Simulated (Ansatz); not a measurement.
# ZnS: moving Zn off its site

ZnS, F-43m, a = 5.443 Å. The compound has several low-lying forms, and this is one of them. Ansatz: PBE, PAW, 420 eV, Γ-centred 6×6×6 mesh on 8 atoms, Gaussian smearing 0.05 eV; no spin polarisation.

```
Zn S
1.0
     5.44313    0.00000    0.00000
     0.00000   -5.44313    0.00000
     0.00000    0.00000   -5.44313
Zn S
4 4
Direct
  0.00000 0.00000 0.00000
  0.50000 0.50000 0.00000
  0.50000 0.00000 0.50000
  0.00000 0.50000 0.50000
  0.75000 0.75000 0.75000
  0.25000 0.25000 0.75000
  0.25000 0.75000 0.25000
  0.75000 0.25000 0.25000
```

Atom 1 (Zn) moves by x along the unit vector (-0.707, 0.707, 0.000), with its periodic images; all else is held. y is the free energy of the cell over the start, F the force along the path summed over the moved atoms.

| x (Å) | y (meV) | F (eV/Å) |
| --- | --- | --- |
| -0.450 | ? | ? |
| -0.270 | 241.2 | 1.89 |
| -0.090 | 25.5 | 0.57 |
| 0.000 | 0.0 | 0.00 |
| 0.180 | 103.9 | -1.18 |
| 0.360 | 447.0 | -2.71 |

Q: Fit y = c2 x² + c3 x³ + c4 x⁴ to the energies of the other rows, give the force constant, and predict energy and force of the missing row.

A: Least squares on the rows shown. y = 3126.3 x² − 1.6306 x³ + 2494.7 x⁴. The force constant is 2 c2 = 6.25 eV/Å² (for all images moving together, not for a lone atom). The force −dy/dx at the missing row is 3.72 eV/Å (computed 3.71). At x = -0.450 the fit asked for gives 735.5 meV. The run gave 734.7 meV, so the fit is 0.8 meV too high, a small miss on the scale of the series. The form still works here, 29 % of the fitted range beyond its end.